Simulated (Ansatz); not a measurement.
Rows from a G0W0 calculation on SnO2 (Pnnm) (Ansatz 0.2.0; G0W0 on PBE, plane waves, PAW; 4×4×4 mesh, 485 empty bands, screening to 200 eV, plasmon pole), in eV. Spin-orbit coupling is left out.

| row | Σx | Σc | Vxc | Z |
| --- | --- | --- | --- | --- |
| A | -26.43 | 4.79 | -20.85 | 0.78 |
| B | -12.43 | -4.72 | -18.09 | 0.84 |
| C | -26.24 | 4.79 | -20.67 | 0.77 |
| D | -15.18 | -2.87 | -18.52 | 0.83 |

**Question.** Which rows are filled states and which are empty ones, and how can one tell?

Filled: A and C. Empty: B and D. The sign of Σc tells: for a filled state bare exchange, which holds its interaction with itself, lies below Vxc (Σx − Vxc is -5.6 eV or lower here) and screening gives part back as a positive Σc. For an empty state Σx lies above Vxc (+3.3 eV or more) and the Coulomb hole leaves Σc negative.

[Runs of the session that timed out or met a known fault of the program may be left out.]

[Cells called generated may have been cut or substituted from an entry of the Crystallography Open Database or the Materials Project.]

[Hosts, paths, dates, database ids (printed as entryN), source tags and the programs' standing remarks are cut or masked in the printed files.]
